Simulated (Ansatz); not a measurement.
# WC: the crystal squeezed far

Aim: compress WC (CsCl type) step by step, far beyond the usual range, and follow pressure and electronic structure. Methods of the runs shown: PAW. Its runs: cell relaxed at zero pressure (PAW); volume scaled by 1 (PAW); volume scaled by 0.94 (PAW); volume scaled by 0.88 (PAW); volume scaled by 0.8 (PAW); volume scaled by 0.72 (PAW); volume scaled by 0.64 (PAW and PAW (cutoff 800 eV)); volume scaled by 0.55 (PAW and PAW (partial_waves polarizable)).

Program: Ansatz 0.2.0. Level of theory: DFT, PBE, PAW with Ansatz's default frozen-core files, scalar-relativistic. These are calculated values, not measurements.

### 1 The starting structure

Symmetry: Pm-3m, No. 221, cubic system. The conventional cell has a = 2.768 Å, b = 2.768 Å, c = 2.768 Å, α = 90.00°, β = 90.00°, γ = 90.00°. W (site symmetry m-3m) is surrounded by 8 C at 2.40 Å. C (site symmetry m-3m) is surrounded by 8 W at 2.40 Å.

Structure file:

```cif
data_structure
_symmetry_space_group_name_H-M 'P 1'
_symmetry_Int_Tables_number 1
_cell_length_a 2.7677
_cell_length_b 2.7677
_cell_length_c 2.7677
_cell_angle_alpha 90.000
_cell_angle_beta 90.000
_cell_angle_gamma 90.000
_cell_volume 21.20
loop_
_atom_site_label
_atom_site_type_symbol
_atom_site_fract_x
_atom_site_fract_y
_atom_site_fract_z
_atom_site_occupancy
W1 W 0.00000 0.00000 0.00000 1
C1 C 0.50000 0.50000 0.50000 1
```

Whether this phase is the stable one at these pressures isn't tested.

Atoms are numbered in the order of the input: W1, C2.

### 2 Cell relaxed at zero pressure, PAW

The input, input.yaml:

```yaml
crystal:
  lattice:
    - [2.7677457407, 0.0, 0.0]
    - [0.0, 2.7677457407, 0.0]
    - [0.0, 0.0, 2.7677457407]
  atoms:
    - { symbol: W, position: [0.0, 0.0, 0.0] }
    - { symbol: C, position: [0.5, 0.5, 0.5] }
kpoints:
  mp_grid: { grid: [15, 15, 15] }
scf:
  occupations: { method: fermi_dirac, width: 0.08 }
hamiltonian:
  xc: pbe
  pseudopotentials: { kind: paw }
output:
  forces: true
  stress: true
relax:
  f_tol: 0.005
  max_steps: 40
  cell: {}
```

The run is started by

```
> ansatz run input.yaml --threads 1 --pin off --max-ram 2048MiB --backend cpu --events-out ev --progress --plain --runs-dir out
```

After this run come: Volume scaled by 1, PAW; Volume scaled by 0.94, PAW; Volume scaled by 0.88, PAW; Volume scaled by 0.8, PAW; Volume scaled by 0.72, PAW; Volume scaled by 0.64, PAW; Volume scaled by 0.64, PAW (cutoff 800 eV); Volume scaled by 0.55, PAW; Volume scaled by 0.55, PAW (partial_waves polarizable).

Before running it: what results should come out? Wanted: PAW pressure at 0.55 of the volume; PAW; fitted bulk modulus at zero pressure.

The runs gave:

```
                                                      quantity      value
                            PAW pressure at 0.55 of the volume  745.6 GPa
PAW (partial_waves polarizable) pressure at 0.55 of the volume  745.6 GPa
                    fitted bulk modulus at zero pressure (PAW)    373 GPa
                                       its pressure derivative       4.02
```

At 0.55 of the starting volume PAW gives 746 GPa. One third-order Birch-Murnaghan curve follows these points (B₀ = 373 GPa, B′ = 4.02, misfit at most 0.79 GPa). A fit over so wide a range leans to the high pressures, so B₀ can be off by several per cent. No all-electron run checks these rows here, and frozen cores can fail under such compression. The ions are at rest, and the electrons smeared by 0.08 eV. Spin-orbit coupling is left out, though the cell holds W; in elements this heavy it can shift bands and gaps by tenths of an eV.
